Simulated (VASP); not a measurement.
# Zn2Ga2O3: phonons with PBE

Crystal: Zn2Ga2O3.

```
CELL_PARAMETERS angstrom
2.98005 0.00000 0.00000
-1.49003 2.58080 0.00000
0.00000 0.00000 13.77594
ATOMIC_POSITIONS crystal
Zn 0.33333 0.66667 0.41571
Zn 0.66667 0.33333 0.58429
Ga 0.33333 0.66667 0.10343
Ga 0.66667 0.33333 0.89657
O 0.66667 0.33333 0.16032
O 0.33333 0.66667 0.83968
O 0.00000 0.00000 0.00000
```

The cell was built by a generator and needn't be a form met in nature.

```
Program                : VASP 6.6.1
Task                   : phonons
Functional             : PBE
Potentials or basis    : VASP PAW PBE potentials, release 64 (Zn, Ga_d, O)
Cutoff                 : 520 eV
k mesh                 : 12 × 12 × 2
Occupations            : gaussian, width 0.1 eV
Spin                   : no spin polarisation
By perturbation theory : no
Further INCAR settings : ALGO = Fast; EDIFF = 1e-08; IBRION = 6; POTIM = 0.015; NSW = 1
```

```yaml
Relaxed_volume: 15.20 Å³/atom
Relaxed_cell: a = 2.980 Å, b = 2.980 Å, c = 13.835 Å, α = 90.00°, β = 90.00°, γ = 120.00°
Space_group_after_relaxing_to_0.05_Å: P-3m1 (No. 164)
Highest_phonon_frequency_at_Γ_LO-TO_splitting_left_out: 518 cm⁻¹
Most_unstable_mode: 83i cm⁻¹
```

Final structure:
```
CELL_PARAMETERS angstrom
2.97973 0.00000 0.00000
-1.48986 2.58052 0.00000
0.00000 0.00000 13.83522
ATOMIC_POSITIONS crystal
Zn 0.33333 0.66667 0.41602
Zn 0.66667 0.33333 0.58398
Ga 0.33333 0.66667 0.10297
Ga 0.66667 0.33333 0.89703
O 0.66667 0.33333 0.15963
O 0.33333 0.66667 0.84037
O 0.00000 0.00000 0.00000
```

Phonon frequencies in cm⁻¹ (negative: imaginary):
```
              q point                                                               frequencies
(0.000, 0.000, 0.000)  -83 -83 -13 -13 0 7 7 21 38 38 64 64 125 199 458 498 509 516 516 518 518
```

Wall time 25 min on 4 MPI ranks on Intel(R) Xeon(R) Platinum 8488C (Sapphire Rapids), on a shared host, peak memory 0.94 GiB a rank.

Caveat: some modes are imaginary.
